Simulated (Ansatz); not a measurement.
## YN in Ansatz: convergence with k mesh

Input of the first run (k mesh 3 × 3 × 3); the others differ in this setting and in those tied to it:

input.yaml

```yaml
crystal:
  lattice:
    - [0.0, 2.4385, 2.4385]
    - [2.4385, 0.0, 2.4385]
    - [2.4385, 2.4385, 0.0]
  atoms:
    - { symbol: "Y", position: [0.0, 0.0, 0.0] }
    - { symbol: "N", position: [0.5, 0.5, 0.5] }
hamiltonian:
  xc: r2scan
  pseudopotentials: { kind: nc_fr, accuracy: standard }
magnetization:
  noncollinear: true
  spin_orbit: true
kpoints:
  mp_grid: { grid: [3, 3, 3] }
scf:
  occupations: { method: methfessel_paxton, width: 0.05 }
output:
  forces: true
  stress: true
  eigenvalues: true
```

Potentials or basis: PseudoDojo standard (PBE files).

Run with:

```console
$ ansatz run input.yaml --threads 2 --pin off --max-ram 5632MiB --backend cpu --events-out ev --progress --plain --runs-dir out
```

Hardware: 2 threads of Intel(R) Xeon(R) Platinum 8375C CPU @ 2.90GHz (Ice Lake) (shared host).

| k mesh | energy less the tightest run, at zero smearing (meV/atom) | pressure (GPa) | gap on the mesh (eV) | SCF cycles | CPU time (s) | peak memory (GiB) |
| --- | --- | --- | --- | --- | --- | --- |
| 3 × 3 × 3 | 94.22 | 3.43 | 0.889 | 7 | 5.8 | 0.57 |
| 4 × 4 × 4 | 25.23 | 2.32 | 0.447 | 7 | 6.8 | 0.59 |
| 5 × 5 × 5 | 8.56 | 1.97 | 0.678 | 8 | 8.4 | 0.61 |
| 7 × 7 × 7 | 1.47 | 1.77 | 0.600 | 8 | 12 | 0.67 |
| 8 × 8 × 8 | 0.68 | 1.73 | 0.501 | 7 | 14 | 0.68 |
| 11 × 11 × 11 | 0.09 | 1.70 | 0.545 | 7 | 23 | 0.75 |
| 13 × 13 × 13 | 0.02 | 1.70 | 0.534 | 7 | 32 | 0.82 |
| 15 × 15 × 15 | 0.00 | 1.70 | 0.527 | 7 | 43 | 0.92 |

Against the tightest run, the energy stays within 1 meV/atom from 8 × 8 × 8 on; the pressure stays within 0.1 GPa from 7 × 7 × 7 on; the gap on the mesh stays within 0.01 eV from 13 × 13 × 13 on. Meshes of other sizes hit other points, so gaps and Fermi surfaces needn't settle smoothly. The tightest run that finished is the yardstick and may itself not be fully converged.

Caveat, for the tightest run too: the meta-GGA runs on potentials made for a GGA; odd divisions of the mesh miss points on the zone boundary, where band edges often lie, so the gap on the mesh can be too wide; the potentials were made for another functional, which shifts forces and pressure.
